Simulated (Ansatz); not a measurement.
BeTe: from stress constants e to strain constants d (computed with Ansatz 0.2.0)

Space group F-43m (No. 216), 2 atoms in the cell of the first input below: a = 4.006 Å, b = 4.006 Å, c = 4.006 Å, α = 60.00°, β = 60.00°, γ = 60.00°.

The structure is a measured one, not always of the ambient phase, relaxed without spin–orbit coupling to zero pressure (pressure 0.0 GPa with this functional, without spin–orbit coupling). Functional: PBE.

Input:

```yaml
crystal:
  lattice:
    - [0.0, 2.8324841938, 2.8324841938]
    - [2.8324841938, 0.0, 2.8324841938]
    - [2.8324841938, 2.8324841938, 0.0]
  atoms:
    - { symbol: Be, position: [0.0, 0.0, 0.0] }
    - { symbol: Te, position: [0.75, 0.75, 0.75] }
basis:
  ecutwfc: 420
  ecutrho_ratio: 4
kpoints:
  mp_grid: { grid: [10, 10, 10] }
hamiltonian:
  xc: pbe
scf:
  occupations: { method: fixed }
output:
  forces: true
  stress: true
  eigenvalues: true
  polarization: {}
elastic:
  mode: relaxed_ion
  stencil: two_point
```

```bash
ansatz run input.yaml --threads 4 --pin off --max-ram 9216MiB --backend cpu --events-out ev --progress --plain --runs-dir out
```

Time: 34 s on 4 threads of Arm Neoverse V2, on a shared host, peak memory 0.52 GiB.

Elastic constants with relaxed ions (GPa, engineering shears):

|  | xx | yy | zz | yz | xz | xy |
| --- | --- | --- | --- | --- | --- | --- |
| xx | 96.4 | 36.3 | 36.3 | 0.0 | 0.0 | 0.0 |
| yy | 36.3 | 96.4 | 36.3 | 0.0 | 0.0 | 0.0 |
| zz | 36.3 | 36.3 | 96.4 | 0.0 | 0.0 | 0.0 |
| yz | 0.0 | 0.0 | 0.0 | 49.3 | 0.0 | 0.0 |
| xz | 0.0 | 0.0 | 0.0 | 0.0 | 49.3 | 0.0 |
| xy | 0.0 | 0.0 | 0.0 | 0.0 | 0.0 | 49.3 |

Proper piezoelectric stress tensor e (C/m²):

```tsv
	xx	yy	zz	yz	xz	xy
x	0.000	0.000	0.000	0.231	0.000	0.000
y	0.000	0.000	0.000	0.000	0.231	0.000
z	0.000	0.000	0.000	0.000	0.000	0.231
```

Signs follow the polarity of the cell as typed: the inverted crystal has all signs reversed.

Which piezoelectric strain constant d is largest in size (symmetry may tie others with it)?

d = e C⁻¹ gives d(x; yz) = 4.7 pC/N, tied by symmetry with others.

|  | xx | yy | zz | yz | xz | xy |
| --- | --- | --- | --- | --- | --- | --- |
| x | 0.0 | 0.0 | 0.0 | 4.7 | 0.0 | 0.0 |
| y | 0.0 | 0.0 | 0.0 | 0.0 | 4.7 | 0.0 |
| z | 0.0 | 0.0 | 0.0 | 0.0 | 0.0 | 4.7 |

Caveats: no spin-orbit coupling, which matters for these elements.

The piezoelectric response of BeTe is purely one of shear: strain along a cube axis and hydrostatic compression produce no polarization, as zinc-blende symmetry requires. Because the shears are elastically decoupled, d is simply e divided by the shear stiffness, so 0.231 C/m² and 49.3 GPa give 4.7 pC/N. A plate cut normal to a body diagonal would still respond longitudinally, since stress along that direction contains all three shears.

Microscopically, the shear makes the four bonds of each tetrahedron inequivalent and displaces the Be and Te sublattices against each other. In zinc-blende crystals the polarization from this displacement generally opposes the clamped-ion electronic term, so the net coefficient reflects a partial cancellation and is no direct measure of ionicity. The shear constant also exceeds the off-diagonal 36.3 GPa, a departure from the Cauchy relation that fits directional, substantially covalent bonding; this resistance to bond bending limits the strain obtained per unit field. The total e alone doesn't show how large the two opposing contributions are.
